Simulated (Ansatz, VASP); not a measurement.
# Mg in VASP and in Ansatz

```xyz
1
Lattice="-1.3440 1.3440 1.3440 1.3440 -1.3440 1.3440 1.3440 1.3440 -1.3440" Properties=species:S:1:pos:R:3 pbc="T T T"
Mg    0.0000    0.0000    0.0000
```

Alike in both runs: task single point; functional LDA; k mesh 15 × 15 × 15; occupations fermi-dirac, width 0.08 eV; no spin polarisation.

```csv
,VASP,Ansatz
version,VASP 6.6.1,Ansatz 0.2.0
potentials or method,"VASP PAW LDA potentials, release 64 (Mg)","PAW with other files of Ansatz's library (level accurate), scalar-relativistic"
plane-wave cutoff (eV),520,760
valence electrons in the cell,2,10
```

Ansatz gave:

- pressure (GPa): 148.0

Which values does VASP return?

Pressure (GPa): 151.1.

The two sets of potentials don't hold the same shells in valence.

Caveats: the cell as given lies far from equilibrium; so large a pressure means that the cell lies far from this level's equilibrium, or that cutoff or potentials fall short (VASP).
